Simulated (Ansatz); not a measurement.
# Relaxing selenium (beta-Sn type)

Level of theory: DFT, PBE, plane waves (420 eV) with PAW, scalar-relativistic in Ansatz.

k-point mesh 12×12×8, Fermi-Dirac smearing 0.1 eV, no spin polarisation. Cell and atoms relax.

Starting structure:

```xyz
2
Lattice="-2.7576 2.7576 1.5057 2.7576 -2.7576 1.5057 2.7576 2.7576 -1.5057" Properties=species:S:1:pos:R:3 pbc="T T T"
Se    0.0000    0.0000    0.0000
Se    0.0000    2.7576    0.7528
```

Q: The pressure at the start is -1.0 GPa. By how much does the volume change?

A: From 22.90 to 29.84 Å³ per atom, 30.3 %. The final cell has a = 2.845 Å, b = 9.099 Å, c = 4.611 Å, β = 90.66°.

The cell has left the beta-Sn structure type; it ends in C2/c.

Q: How much energy does the relaxation gain?

A: 258.2 meV per atom.

The k-point mesh keeps fewer symmetry operations than the starting structure has, so the cell can leave it.
